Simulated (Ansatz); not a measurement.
# How far is PAW off for Mo?

```yaml
crystal:
  lattice:
    - [2.60488, 0.00000, 0.00000]
    - [0.00000, 2.60488, 0.00000]
    - [0.00000, 0.00000, 2.60488]
  atoms:
    - { symbol: Mo, position: [0.00000, 0.00000, 0.00000] }
```

The cell was built from the sc type and relaxed in the same program, and has space group Pm-3m; it needn't be a known or the stable phase.

Methods: DFT, PBE, PAW with Ansatz's default frozen-core files, scalar-relativistic (Ansatz 0.2.0); DFT, PBE, all-electron PAW with datasets made for the crystal, scalar-relativistic (Ansatz 0.2.0); DFT, PBE, all-electron LAPW, scalar-relativistic (Ansatz 0.2.0).

For PAW: a Γ-centred 12×12×12 k mesh, Fermi–Dirac smearing of 0.03 eV, cutoff 420 eV, no spin polarisation. The crystal-made all-electron datasets (AE datasets) take a cutoff of 280 eV at this cell. LAPW targets a basis error of 0.5 meV/atom. The Ansatz runs share mesh, smearing and spin set-up. Plane-wave (PAW) pressures include the program's estimate of the Pulay term.

Stress and pressure are positive in compression.

Levels count from the Fermi level.

| quantity | PAW | AE datasets | LAPW |
| --- | --- | --- | --- |
| pressure (GPa) | -0.02 | -0.03 | -0.03 |
| highest filled level at M (eV) | -2.177 | -2.176 | -2.176 |
| lowest empty level at M (eV) | 1.336 | 1.339 | 1.339 |
| highest filled level at R (eV) | -3.623 | -3.623 | -3.623 |
| lowest empty level at R (eV) | 6.275 | 6.277 | 6.277 |
| highest filled level at Γ (eV) | -4.064 | -4.064 | -4.064 |
| lowest empty level at Γ (eV) | 3.854 | 3.856 | 3.856 |

PAW's pressure differs from the LAPW value by +0.02 GPa.
